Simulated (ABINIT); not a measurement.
# Pt (Fm-3m) in ABINIT: notebook, part 2 of 3

ABINIT 10.8.3 (patched build). The steps go on from the part before.

## (4) Band structure, PW91, spin-orbit coupling, no magnetisation

File run.abi:

```
# Datasets: ground state, then fixed potential
ndtset 2

# Pseudopotentials
pp_dirpath "./"
pseudos "Pt.GGA_PBE-JTH.xml"

# Structure
acell 3*1.0 Angstrom
rprim
     0.0000000000     1.9609000000     1.9609000000
     1.9609000000     0.0000000000     1.9609000000
     1.9609000000     1.9609000000     0.0000000000
ntypat 1
znucl 78
natom 1
typat 1
xcart
     0.0000000000     0.0000000000     0.0000000000

# Plane-wave basis
ecut 16.0
pawecutdg 32.0

# Exchange and correlation
ixc -109134

# Bands and occupations
occopt 3
tsmear 0.05 eV

# Spin
nspinor 2
nspden 1
pawspnorb 1

# SCF cycle
nstep 100

# Output
iomode 3
prtwf 0
prteig 0
prtebands 0
enunit 1
prtden1 1

# Dataset 1
kptopt1 4
ngkpt1 12 12 12
nshiftk1 1
shiftk1 0.0 0.0 0.0
nband1 18
tolvrs1 1.0e-9

# Dataset 2: bands along G-X-W-K-G-L-U-W-L-K
iscf2 -2
getden2 1
nband2 30
nbdbuf2 8
tolwfr2 1.0e-11
kptopt2 -9
ndivsm2 6
prteig2 1
kptbounds2
     0.0000000000     0.0000000000     0.0000000000
     0.5000000000     0.0000000000     0.5000000000
     0.5000000000     0.2500000000     0.7500000000
     0.3750000000     0.3750000000     0.7500000000
     0.0000000000     0.0000000000     0.0000000000
     0.5000000000     0.5000000000     0.5000000000
     0.6250000000     0.2500000000     0.6250000000
     0.5000000000     0.2500000000     0.7500000000
     0.5000000000     0.5000000000     0.5000000000
     0.3750000000     0.3750000000     0.7500000000
```

Potentials or basis: JTH PAW PBE v2.0.

On the command line:

```
abinit run.abi > log 2>&1
```

run.abo:

```text
.Version 10.8.3 of ABINIT
 DATASET    1 : space group F4 3 2 (#209); Bravais cF (face-center cubic)
================================================================================
 Values of the parameters that define the memory need for DATASET  1.
     intxc =       0    ionmov =       0      iscf =      17    lmnmax =      18
     lnmax =       6     mgfft =      20  mpssoang =       3    mqgrid =    3001
     natom =       1  nloc_mem =       2    nspden =       1   nspinor =       2
    nsppol =       1      nsym =      24    n1xccc =       1    ntypat =       1
    occopt =       3   xclevel =       2
       mpw =         331          nfft =        8000          nkpt =          88
 PAW method is used; the additional fine FFT grid is defined by:
   mgfftf=        30    nfftf =     27000
================================================================================
================================================================================

 DATASET    2 : space group F4 3 2 (#209); Bravais cF (face-center cubic)
================================================================================
 Values of the parameters that define the memory need for DATASET  2.
     intxc =       0    ionmov =       0      iscf =      -2    lmnmax =      18
     lnmax =       6     mgfft =      20  mpssoang =       3    mqgrid =    3001
     natom =       1  nloc_mem =       2    nspden =       1   nspinor =       2
    nsppol =       1      nsym =      24    n1xccc =       1    ntypat =       1
    occopt =       3   xclevel =       2
       mpw =         331          nfft =        8000          nkpt =         103
 PAW method is used; the additional fine FFT grid is defined by:
   mgfftf=        30    nfftf =     27000
================================================================================
================================================================================

--------------------------------------------------------------------------------
------------- Echo of variables that govern the present computation ------------
--------------------------------------------------------------------------------
 -outvars: echo values of preprocessed input variables --------
            acell      1.8897261259E+00  1.8897261259E+00  1.8897261259E+00 Bohr
              amu      1.95080000E+02
             ecut      1.60000000E+01 Hartree
           enunit           1
           getden1          0
           getden2          1
             iscf1         17
             iscf2         -2
                       outvar_i_n : Printing only first  50 k-points.
              ixc     -109134
           jdtset        1    2
                       outvar_i_n : Printing only first  50 k-points.
           kptopt1          4
           kptopt2         -9
         kptrlatt       12    0    0      0   12    0      0    0   12
          kptrlen1     6.28855057E+01
          kptrlen2     3.00000000E+01
            natom           1
            nband1         18
            nband2         30
           nbdbuf1          0
           nbdbuf2          8
           ndtset           2
           ndivsm1          0
           ndivsm2          6
            ngfft          20      20      20
          ngfftdg          30      30      30
[... 287 lines left out ...]
  6.53E-12  8.45E-12  7.07E-12  8.96E-12  1.85E-12  4.54E-12  8.38E-12  9.54E-12
[... 1003 lines left out ...]
  2.8271E-01  2.8271E-01  3.3458E-01  3.3458E-01  5.3891E-01  5.3891E-01
  5.9323E-01  5.9323E-01  7.2081E-01  7.2081E-01  9.1129E-01  9.1129E-01
  1.0750E+00  1.0750E+00  1.3717E+00  1.3717E+00  1.4057E+00  1.4057E+00
  1.4153E+00  1.4153E+00  1.7166E+00  1.7183E+00  1.7594E+00  1.7609E+00
 Non-SCF case, kpt  103 (  0.37500  0.37500  0.75000), residuals and eigenvalues=
  2.15E-12  9.42E-12  2.51E-12  4.04E-12  3.98E-12  6.49E-12  5.14E-12  7.90E-12
  2.42E-12  7.46E-12  3.19E-12  4.91E-12  4.70E-12  6.02E-12  4.04E-12  5.74E-12
  3.94E-12  6.00E-12  5.07E-12  8.55E-12  7.64E-12  5.78E-12  6.66E-12  9.38E-12
  7.71E-12  8.69E-12  2.43E-05  2.72E-04  6.33E-05  9.32E-04
  1.0792E-01  1.0792E-01  1.3622E-01  1.3622E-01  2.3131E-01  2.3131E-01
  2.9092E-01  2.9092E-01  3.3837E-01  3.3837E-01  5.5024E-01  5.5024E-01
  5.8719E-01  5.8719E-01  7.1145E-01  7.1145E-01  8.8920E-01  8.8920E-01
  1.0879E+00  1.0879E+00  1.3412E+00  1.3412E+00  1.4113E+00  1.4113E+00
  1.4377E+00  1.4377E+00  1.7204E+00  1.7210E+00  1.7763E+00  1.7817E+00

--- !ResultsGS
iteration_state: {dtset: 2, }
comment   : Summary of ground state results
lattice_vectors:
- [  0.0000000,   3.7055640,   3.7055640, ]
- [  3.7055640,   0.0000000,   3.7055640, ]
- [  3.7055640,   3.7055640,   0.0000000, ]
lattice_lengths: [   5.24046,    5.24046,    5.24046, ]
lattice_angles: [ 60.000,  60.000,  60.000, ] # degrees, (23, 13, 12)
lattice_volume:   1.0176371E+02
convergence: {deltae:  0.000E+00, res2:  0.000E+00, residm:  9.988E-12, diffor:  0.000E+00, }
etotal    :  -2.70749565E+01
entropy   :   0.00000000E+00
fermie    :   3.41649319E-01
cartesian_stress_tensor: null
pressure_GPa: null
xred      :
- [  0.0000E+00,   0.0000E+00,   0.0000E+00, Pt]
cartesian_forces: null
force_length_stats: {min: null, max: null, mean: null, }
...

 Integrated electronic density in atomic spheres:
 ------------------------------------------------
 Atom  Sphere_radius  Integrated_density
    1        2.51622          8.65262079

================================================================================

 ----iterations are completed or convergence reached----

 Mean square residual over all n,k,spin=   59.761E-13; max=  99.877E-13
 reduced coordinates (array xred) for    1 atoms
       0.000000000000      0.000000000000      0.000000000000

 cartesian coordinates (angstrom) at end:
    1      0.00000000000000     0.00000000000000     0.00000000000000
 length scales=  1.889726125908  1.889726125908  1.889726125908 bohr
              =  1.000000000000  1.000000000000  1.000000000000 angstroms
 Eigenvalues (   eV  ) for nkpt= 103  k points:
 kpt#   1, nband= 30, wtk=  1.00000, kpt=  0.0000  0.0000  0.0000 (reduced coord)
  -0.93385   -0.93385    5.00718    5.00718    5.00718    5.00718    5.98459    5.98459
   7.79502    7.79502    7.79502    7.79502   24.80347   24.80347   28.92324   28.92324
  29.91831   29.91831   29.91831   29.91831   34.43829   34.43829   40.28039   40.28039
  40.90463   40.91187   40.92267   40.95358   41.67240   41.72057
 kpt#   2, nband= 30, wtk=  1.00000, kpt=  0.0294  0.0000  0.0294 (reduced coord)
  -0.88752   -0.88752    4.99657    4.99657    5.02675    5.02675    5.99118    5.99118
   7.76437    7.76437    7.80556    7.80556   24.87515   24.87515   28.86366   28.86366
  29.77921   29.77921   29.92732   29.92732   34.76410   34.76410   39.44523   39.44526
  40.74635   40.75010   41.44176   41.45448   41.53795   41.54877
 kpt#   3, nband= 30, wtk=  1.00000, kpt=  0.0588  0.0000  0.0588 (reduced coord)
  -0.74950   -0.74950    4.95868    4.95868    5.08449    5.08449    6.01824    6.01824
   7.67546    7.67546    7.83757    7.83757   25.08714   25.08714   28.66152   28.66152
  29.49501   29.49501   29.94547   29.94547   35.60136   35.60136   38.39569   38.39570
  40.03400   40.04332   41.33835   41.50478   41.60982   41.63396
 kpt#   4, nband= 30, wtk=  1.00000, kpt=  0.0882  0.0000  0.0882 (reduced coord)
  -0.52270   -0.52270    4.88036    4.88036    5.17729    5.17729    6.08261    6.08261
[... 484 lines left out ...]
   3.15548    3.15548    4.10031    4.10031    5.72912    5.72912    7.39738    7.39738
   9.06109    9.06109   14.42811   14.42811   15.75081   15.75081   20.51301   20.51301
  25.46401   25.46401   28.76511   28.76511   37.67462   37.67462   38.11059   38.11059
  38.58301   38.58301   46.47120   46.58959   47.03918   47.83349
 kpt# 102, nband= 30, wtk=  1.00000, kpt=  0.3875  0.3875  0.7250 (reduced coord)
   3.05467    3.05467    3.90560    3.90560    5.99812    5.99812    7.69286    7.69286
   9.10445    9.10445   14.66448   14.66448   16.14252   16.14252   19.61418   19.61418
  24.79757   24.79757   29.25162   29.25162   37.32654   37.32654   38.25072   38.25072
  38.51126   38.51126   46.70990   46.75710   47.87684   47.91541
 kpt# 103, nband= 30, wtk=  1.00000, kpt=  0.3750  0.3750  0.7500 (reduced coord)
   2.93660    2.93660    3.70674    3.70674    6.29421    6.29421    7.91646    7.91646
   9.20742    9.20742   14.97272   14.97272   15.97836   15.97836   19.35954   19.35954
  24.19642   24.19642   29.60447   29.60447   36.49674   36.49674   38.40439   38.40439
  39.12231   39.12231   46.81394   46.83028   48.33573   48.48254

== END DATASET(S) ==============================================================
================================================================================

 -outvars: echo values of variables after computation  --------
            acell      1.8897261259E+00  1.8897261259E+00  1.8897261259E+00 Bohr
           etotal1    -2.7074956545E+01
            fcart1    -0.0000000000E+00 -0.0000000000E+00 -0.0000000000E+00
            rprim      0.0000000000E+00  1.9609000000E+00  1.9609000000E+00
                       1.9609000000E+00  0.0000000000E+00  1.9609000000E+00
                       1.9609000000E+00  1.9609000000E+00  0.0000000000E+00
           strten1    -4.0580563652E-04 -4.0580563652E-04 -4.0580563652E-04
                       0.0000000000E+00  0.0000000000E+00  0.0000000000E+00
 Calculation completed.
```

It took 1.8 min on 1 thread of Arm Neoverse V1, shared host; peak memory 0.12 GiB.

Results:

```yaml
Free_energy: -736.7471 eV
Pressure: 11.9 GPa
Band_gap_on_the_k_mesh: none (metal or under the smearing width)
Valence_electrons_inside_the_program's_atomic_spheres: Pt 8.65 (radii [1.3315] Å)
```

Levels at the corners of the path, in eV from the Fermi level:
| point | band 7 | band 8 | band 9 | band 10 | band 11 | band 12 | band 13 | band 14 |
| --- | --- | --- | --- | --- | --- | --- | --- | --- |
| Γ | -3.31 | -3.31 | -1.50 | -1.50 | -1.50 | -1.50 | 15.51 | 15.51 |
| X | 0.07 | 0.07 | 1.04 | 1.04 | 1.58 | 1.58 | 8.85 | 8.85 |
| W | -1.93 | -1.93 | 0.48 | 0.48 | 7.12 | 7.12 | 7.50 | 7.50 |
| K | -1.38 | -1.38 | -0.09 | -0.09 | 5.68 | 5.68 | 6.68 | 6.68 |
| Γ | -3.31 | -3.31 | -1.50 | -1.50 | -1.50 | -1.50 | 15.51 | 15.51 |
| L | -0.59 | -0.59 | -0.31 | -0.31 | 0.34 | 0.34 | 5.85 | 5.85 |
| U | -1.38 | -1.38 | -0.09 | -0.09 | 5.68 | 5.68 | 6.68 | 6.68 |
| W | -1.93 | -1.93 | 0.48 | 0.48 | 7.12 | 7.12 | 7.50 | 7.50 |
| L | -0.59 | -0.59 | -0.31 | -0.31 | 0.34 | 0.34 | 5.85 | 5.85 |
| K | -1.38 | -1.38 | -0.09 | -0.09 | 5.68 | 5.68 | 6.68 | 6.68 |

Caveat: the PAW data sets were made with another functional, which shifts forces and pressure a little.

(Continued in part 3 of 3.)
